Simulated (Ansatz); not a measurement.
A trial structure of SiC was built thus: close-packed metal layers stacked AB, with sites between them filled layer by layer (P6_3/mmc, No. 194) (elements of the layers in order: Si Si). The dimensions are guesses.

```
Si C
1.0
     2.78885    0.00000    0.00000
    -1.39442    2.41521    0.00000
     0.00000    0.00000    4.59487
Si C
2 2
Direct
  0.33333 0.66667 0.75000
  0.66667 0.33333 0.25000
  0.00000 0.00000 0.00000
  0.00000 0.00000 0.50000
```

All numbers below come from DFT PBE, scalar-relativistic, plane waves, PAW (Ansatz 0.2.0). Cutoff 420 eV, Gaussian smearing, Γ-centred meshes. Cell and atoms relax first on a coarse mesh and then on a finer one. In between, the cell is made exact in the group found at 0.06 Å. In metals the finer mesh still leaves noise of several meV/atom or more. The steps can't lower the symmetry of their start. No spin polarisation.

A guess keeps its type if space group and coordination stay and the shape of the cell changes little (axis ratios within about 15 %, angles within 6°); the volume may change.

Question: Does it keep its structure type, or change into something else?

Answer: It keeps its type. The symmetry stays P6_3/mmc (No. 194). The end has the anti-nickel arsenide type. The volume per atom grows by 17.5 %, from 7.7 to 9.1 Å³. The shortest distance goes from 1.98 Å (Si–C) to 2.09 Å (Si–C). The ratio c/a of the conventional cell changes by a factor of 1.07. Counting neighbours within 15 % of an atom's shortest distance, the start has C 6, Si 6 and the end C 6, Si 6.

The last run used an 18×18×10 mesh (in the run's order of axes) for its 4-atom cell and Gaussian smearing of 0.10 eV. A structure relaxed within its symmetry needn't be a true minimum.
